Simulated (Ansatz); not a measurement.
Computed with DFT PBE, scalar-relativistic, plane waves, PAW in Ansatz 0.2.0. Settings: cutoff 420 eV, Γ-centred meshes spaced at most about 0.3 Å⁻¹, and about 0.25 Å⁻¹ or finer for metals (2π included), Gaussian smearing. No spin polarisation.

Each guess is relaxed in cell and atoms at zero pressure, on a coarse mesh first where it starts far from rest and then on a converged one. The steps can't lower the symmetry of the start, but it can rise. Energies are static (0 K, no zero-point motion).

Two unrelaxed guesses for TeMo₅:

A.

```
Te Mo
1.0
     0.00000    4.02374    4.02374
     4.02374    0.00000    4.02374
     4.02374    4.02374    0.00000
Te Mo
1 5
Direct
  0.25000 0.25000 0.25000
  0.37273 0.87576 0.87576
  0.87576 0.37273 0.87576
  0.87576 0.87576 0.37273
  0.87576 0.87576 0.87576
  0.50000 0.50000 0.50000
```

B.

```
Te Mo
1.0
     0.00000    3.92536    3.92536
     3.92536    0.00000    3.92536
     3.92536    3.92536    0.00000
Te Mo
1 5
Cartesian
  0.0000 0.0000 0.0000
  4.9067 4.9067 2.9440
  4.9067 2.9440 4.9067
  2.9440 4.9067 4.9067
  2.9440 2.9440 2.9440
  5.8880 5.8880 5.8880
```

Problem. Where do they end, and which end is lower?

Solution. Both fall into one structure. A: F-43m at 21.7 Å³/atom → F-43m at 17.2 Å³/atom; B: F-43m at 20.2 Å³/atom → F-43m at 17.2 Å³/atom. Conventional cell: a = 7.444 Å. Te has 16 Mo at 3.08–3.22 Å; Mo on a site of symmetry 3m is surrounded by 6 Mo at 2.62–2.65 Å, 3 Te at 3.08 Å and 3 Mo at 3.09 Å; around Mo on a site of symmetry -43m lie 12 Mo at 3.09 Å and 4 Te at 3.22 Å.

```
Te Mo
1.0
     0.00000    3.72222    3.72222
     3.72222    0.00000    3.72222
     3.72222    3.72222    0.00000
Te Mo
1 5
Direct
  0.25000 0.25000 0.25000
  0.87574 0.87574 0.87574
  0.87574 0.87574 0.37277
  0.87574 0.37277 0.87574
  0.37277 0.87574 0.87574
  0.50000 0.50000 0.50000
```

Ends held by symmetry can be saddle points. This end isn't the lowest form computed: that has Te and Mo ordered on bcc sites, space group Cmmm (No. 65) and lies 0.31 eV/atom below it. Even the lowest of the cells shown lies +0.54 eV/atom against the elements. These runs have no spin–orbit coupling, which can matter for Te. Some structure types and database cells were kept out of the candidates from the start, so a known form may be missing.
